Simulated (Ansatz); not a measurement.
CoO:

```
Co O
1.0
     3.01600    0.00000    0.00000
     0.00000    3.01600    0.00000
     0.00000    0.00000    4.21450
Co O
2 2
Direct
  0.00000 0.00000 0.00000
  0.50000 0.50000 0.50000
  0.00000 0.00000 0.50000
  0.50000 0.50000 0.00000
```

The cell isn't the ideal one: another cell of the same crystal, with 4 atoms.

Base run:

```yaml
Program: Ansatz 0.2.0
Functional: PBE
Potentials_or_basis: Ansatz PAW
Cutoff: 420 eV
Density_cutoff: 1680 eV
k_mesh: 6 × 6 × 5
Occupations: gaussian, width 0.05 eV
Spin: collinear spin, antiferromagnetic start
Starting_moments: "[2.0, -2.0, 0.0, 0.0] μB"
```

Its results: band gap on the k mesh none (metal or under the smearing width); pressure -2.8 GPa; net moment 0.00 μB per cell; site moments Co +2.22, -2.22; O -0.09, +0.09 μB.

Task: The run is repeated on the same cell with these changes: hubbard terms from none to Co d U = 4 eV; hubbard projectors from none to ortho-atomic (the default). What comes out?

Result: Band gap on the k mesh 1.66 eV; pressure 11.6 GPa; net moment 0.00 μB per cell; site moments Co +2.60, -2.60; O -0.07, +0.07 μB.

The U term pushes filled and empty states of the shell apart.

Caveats: semilocal functionals often make such compounds metallic where correlation or magnetic order opens a gap, which also shifts bond lengths (some runs); the magnetic or orbital state may not be the lowest (some runs); odd divisions of the mesh miss points on the zone boundary, where band edges often lie, so the gap on the mesh can be too wide (some runs).

A k mesh can miss the band edges.

Not every run made on this cell is shown here.
